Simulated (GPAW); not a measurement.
Runs of GPAW 26.7.0 on BaTiO3. The structure is cubic, space group Pm-3m (No. 221). Conventional cell: a = 4.006 Å, b = 4.006 Å, c = 4.006 Å, α = 90.00°, β = 90.00°, γ = 90.00°. Ba (site symmetry m-3m) has 12 O at 2.83 Å as nearest neighbours. Ti (site symmetry m-3m) is surrounded by 6 O at 2.00 Å. O (site symmetry 4/mmm) is surrounded by 2 Ti at 2.00 Å. 

```csv
task,level,potentials or basis,band path,band points,gap on the mesh (eV),pressure (GPa),V0 of scaled cells (Å³/atom),B0 (GPa)
equation of state,LDA,"the program's PAW data sets (release 1.2.1) made for this functional, pw",-,-,-,-,12.31,194
equation of state,PBEsol,"PAW data sets generated in the run's folder for this functional, pw",-,-,-,-,12.64,(a)
band structure,PBEsol,"PAW data sets generated in the run's folder for this functional, pw","GXMGRX,MR",80,1.79,-3.1,-,-
single point,PBEsol,"PAW data sets generated in the run's folder for this functional, pw",-,-,1.79,-3.1,-,-
```

Alike in all rows: no spin polarisation; cell as given; k mesh 7 × 7 × 7; cutoff (eV) 800; smearing fermi-dirac 0.05 eV.

Estimate the missing entries.

(a) 179.

Caveats: spin-orbit coupling is left out, which moves the levels of the heavy elements (some runs); an odd mesh through Γ misses points on the zone boundary, where band edges often lie (some runs).

A k mesh can miss the band edges, and the runs leave out spin-orbit coupling on Ba.
